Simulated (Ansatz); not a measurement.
## TiO₂: how the free axis answers a strain

TiO₂, P4_2/mnm, a = 4.640 Å, c = 3.006 Å. The compound has several low-lying forms, and this is one of them. Ansatz: PBE+U, PAW, 420 eV, Γ-centred 6×6×10 mesh on 6 atoms, Gaussian smearing 0.02 eV; U_eff Ti 4.00 eV; no spin polarisation. Series: uniaxial strain along c, with a, b and atoms relaxed; x is the strain in per cent. y is the change of a in per cent of 4.640 Å.

| x (%) | y (%) |
| --- | --- |
| -4.5 | 1.51 |
| -3.0 | 1.01 |
| -1.5 | 0.51 |
| 0.0 | 0.00 |
| 1.5 | -0.50 |
| 3.0 | ? |
| 4.5 | -1.49 |

Task: Fit y = c1 x + c2 x² to the other rows, say what c1 measures, and predict the missing y.

Result: Least squares on the rows shown. y = −0.3339 x + 0.0005514 x². So −c1 = 0.334 is Poisson's ratio for this pair of axes. At x = 3.0 the fit asked for gives -1.00 %. The run gave -1.00 %, the same to the digits shown.